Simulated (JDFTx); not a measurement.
## AlN: band structure with PBE

**Measured values to compare with.**

From “Structural and optical properties of self-assembled AlN nanowires grown on SiO2/Si substrates by molecular beam epitaxy”, 2024, arxiv:2402.00216, for a bulk crystal of AlN at 0 K: band gap 6.0343 eV (an exciton energy, a little under the gap).

The system is AlN.

```
Al N
1.0
     3.11300    0.00000    0.00000
    -1.55650    2.69594    0.00000
     0.00000    0.00000    4.98100
Al N
2 2
Direct
  0.66667 0.33333 0.50000
  0.33333 0.66667 0.00000
  0.66667 0.33333 0.88000
  0.33333 0.66667 0.38000
```

```
Program                                 : JDFTx 1.7.0 (patched build)
Task                                    : band structure
Functional                              : PBE
Potentials or basis                     : PseudoDojo-SR-PBE-0.5-standard
Cutoff                                  : 1143 eV
Density cutoff                          : 9143 eV
k mesh                                  : 10 × 10 × 6
Occupations                             : fermi-dirac, width 0.05 eV
Spin                                    : no spin polarisation
Band ratio of the Davidson solver       : 1.3
Bands                                   : 14
Density cutoff over wavefunction cutoff : 8
Max SCF steps                           : 30
SCF threshold on the energy             : 1e-06 Ha
Solver of the electrons                 : minimize
Further solve for the empty bands       : no
Start                                   : density of an earlier self-consistent run, held fixed
Path                                    : G-M-K-G-A-L-H-A-L-M-K-H
```

```yaml
Band_gap_along_the_path: 4.22 eV, direct
```

Levels at the corners of the path, in eV from the valence-band top:
| point | band 5 | band 6 | band 7 | band 8 | band 9 |
| --- | --- | --- | --- | --- | --- |
| Γ | -0.83 | -0.18 | -0.18 | 0.00 | 4.22 |
| M | -3.33 | -2.06 | -1.77 | -0.66 | 5.83 |
| K | -3.75 | -2.42 | -2.37 | -2.37 | 5.08 |
| Γ | -0.83 | -0.18 | -0.18 | 0.00 | 4.22 |
| A | -0.52 | -0.52 | -0.52 | -0.52 | 6.47 |
| L | -1.44 | -1.44 | -1.35 | -1.35 | 5.34 |
| H | -3.83 | -3.83 | -0.78 | -0.78 | 7.44 |
| A | -0.52 | -0.52 | -0.52 | -0.51 | 6.47 |
| L | -1.44 | -1.44 | -1.35 | -1.35 | 5.34 |
| M | -3.33 | -2.06 | -1.77 | -0.66 | 5.83 |
| K | -3.75 | -2.42 | -2.37 | -2.37 | 5.08 |
| H | -3.83 | -3.83 | -0.78 | -0.78 | 7.44 |

Run time: 32 s on 1 thread of Arm Neoverse V2 (shared host), peak memory 0.11 GiB.

Against the measured gap of AlN, 6.0343 eV (an exciton energy, a little under the gap; 0 K; quoted in “Structural and optical properties of self-assembled AlN nanowires grown on SiO2/Si substrates by molecular beam epitaxy”, 2024, arxiv:2402.00216), the calculated 4.22 eV is off by -1.81 eV. 2 values of this kind are on record (6.034 to 6.0343 eV); this one was drawn at random. The value is that of PBE, without temperature or zero-point motion. Semilocal functionals fall short of measured gaps as a rule.
